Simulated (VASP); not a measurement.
Crystal: MnO.

```xyz
2
Lattice="2.9713 -1.7170 0.0000 2.9713 1.7170 0.0000 -1.9846 0.0000 2.8103" Properties=species:S:1:pos:R:3 pbc="T T T"
Mn    1.9788    0.0000    1.4070
O     3.9609    0.0000    0.7007
```

The cell comes from a database or a generator and needn't be the stable form of this composition.

| Quantity | Value |
| --- | --- |
| Program | VASP 6.6.1 |
| Task | relaxation of cell and atoms |
| Functional | PBE |
| Potentials or basis | VASP PAW PBE potentials, release 64 (Mn_pv, O) |
| Cutoff | 600 eV |
| k mesh | 7 × 7 × 7 |
| Occupations | fermi-dirac, width 0.05 eV |
| Spin | collinear spin, ferromagnetic start |
| Starting moments | [4.0, 0.0] μB |

At the start: pressure -3.8 GPa; volume 14.34 Å³/atom.

Question: How do energy, volume and symmetry change on relaxing?

Answer: Over 3 steps the energy falls by 5.8 meV/atom and the volume is 13.85 Å³/atom (-3.4 %); space group F-43m (No. 216, to 0.05 Å); moment 4.99 μB per cell.

Step by step:
| step | energy change (eV) | largest force (eV/Å) | pressure (GPa) | volume (Å³) |
| --- | --- | --- | --- | --- |
| 1 | 0.0000 | 0.0014 | -3.78 | 28.67 |
| 2 | -0.0094 | 0.0023 | 1.73 | 27.29 |
| 3 | -0.0116 | 0.0011 | -0.04 | 27.70 |

Final structure:
```xyz
2
Lattice="2.9380 -1.6977 0.0002 2.9380 1.6977 0.0002 -1.9622 0.0000 2.7770" Properties=species:S:1:pos:R:3 pbc="T T T"
Mn    1.9568    0.0000    1.3906
O     3.9166    0.0000    0.6927
```

Caveat: a cell with one magnetic atom can't hold antiferromagnetic order, which such compounds often take.
